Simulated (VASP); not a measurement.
A run of VASP 6.6.1:

File INCAR:

```
SYSTEM = Li
PREC     = Accurate       ! precision mode
ENCUT    = 520            ! plane-wave cutoff, eV
EDIFF    = 1E-6           ! SCF threshold, eV
ISMEAR   = 0              ! smearing method
SIGMA    = 0.05           ! smearing width, eV
LREAL    = .FALSE.        ! projectors in reciprocal space
LASPH    = .TRUE.         ! aspherical terms in the spheres
NELM     = 60             ! most SCF steps
ALGO     = Fast           ! electronic algorithm
ISIF     = 2              ! what is computed and relaxed
LWAVE    = .FALSE.        ! write WAVECAR
LCHARG   = .FALSE.        ! write CHGCAR
GGA      = PE             ! functional
NBANDS   = 24             ! bands
```

The input KPOINTS:

```
regular mesh
0
G
  1 1 11
  0 0 0
```

The input POSCAR:

```
Li
1.0
   16.0000000000      0.0000000000      0.0000000000
    0.0000000000     14.2000000000      0.0000000000
    0.0000000000      0.0000000000      3.0892878162
Li
9
Direct
    0.3796778182      0.3321402040      0.0610281358
    0.3796778182      0.6678597960      0.0610281358
    0.2887430393      0.5000000000      0.6863483215
    0.6014274338      0.5000000000     -0.0784538696
    0.5482051542      0.3246255135      0.5978267535
    0.5482051542      0.6753744865      0.5978267535
    0.4466083535      0.5000000000      0.3910082990
    0.7193971942      0.3921404638      0.3416937353
    0.7193971942      0.6078595362      0.3416937353
```

Potentials or basis: VASP PAW PBE potentials, release 64 (Li_sv).

Launch:

```bash
$ cat potpaw_PBE.64/Li_sv/POTCAR > POTCAR
$ mpirun -np 1 vasp_std > vasp.out
```

Hardware: 1 thread of Intel(R) Xeon(R) Platinum 8559C (Emerald Rapids), with other jobs on the host.

Problem. Estimate the wall time of this run.

Solution. Run time: 6.9 min on 1 thread of Intel(R) Xeon(R) Platinum 8559C (Emerald Rapids) (shared host), peak memory 0.64 GiB. Counts: scf iterations 60, k points 6.
